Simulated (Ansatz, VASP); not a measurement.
# One calculation of Ag, two programs

```xyz
1
Lattice="2.7436 0.0000 0.0000 0.0000 2.7436 0.0000 0.0000 0.0000 2.7436" Properties=species:S:1:pos:R:3 pbc="T T T"
Ag    0.0000    0.0000    0.0000
```

Alike in both runs: task single point; functional BLYP; k mesh 13 × 13 × 13; occupations fermi-dirac, width 0.1 eV; no spin polarisation.

|  | VASP | Ansatz |
| --- | --- | --- |
| version | VASP 6.6.1 | Ansatz 0.2.0 |
| potentials or method | VASP PAW PBE potentials, release 64 (Ag) | plane waves (420 eV) with PAW, scalar-relativistic |
| plane-wave cutoff (eV) | 520 | 420 |
| valence electrons in the cell | 11 | 19 |

```tsv
	VASP	Ansatz	Ansatz less VASP
pressure (GPa)	5.5	5.4	-0.11
```

The two sets of potentials don't hold the same shells in valence.

Caveats: the PAW data sets were made with another functional, which shifts forces and pressure a little (VASP).
